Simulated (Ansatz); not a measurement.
B: single point with PBE

Crystal: B.

```
B
1.0
     1.88524    0.00000    0.00000
     0.00000    1.88524    0.00000
     0.00000    0.00000    1.88524
B
1
Direct
  0.50000 0.50000 0.50000
```

The cell was built by a generator and needn't be a form met in nature.

```yaml
Program: Ansatz 0.2.0
Task: single point
Functional: PBE
Potentials_or_basis: Ansatz PAW
Cutoff: "420 eV (not typed: the program's choice for these potentials)"
k_mesh: 14 × 14 × 14
Occupations: gaussian, width 0.011 eV
Spin: no spin polarisation
```

```
Pressure               : 0.3 GPa
Band gap on the k mesh : none (metal or under the smearing width)
```

Levels at points of the mesh, in eV from the Fermi level:
| k point | band 1 | band 2 | band 3 | band 4 | band 5 | band 6 |
| --- | --- | --- | --- | --- | --- | --- |
| (0.00, 0.00, 0.00) | -15.76 | 13.61 | 13.61 | 13.61 | 24.04 | 24.04 |
| (0.00, 0.00, -0.50) | -8.21 | -6.20 | 17.48 | 17.48 | 29.97 | 31.29 |
| (0.00, -0.50, -0.50) | -1.94 | -1.94 | 4.30 | 8.18 | 20.64 | 40.30 |
| (-0.50, -0.50, -0.50) | 3.42 | 3.42 | 3.42 | 16.59 | 16.59 | 16.59 |

It took 0.42 s on 2 threads of Arm Neoverse V2, with other jobs on the host, peak memory 0.24 GiB.
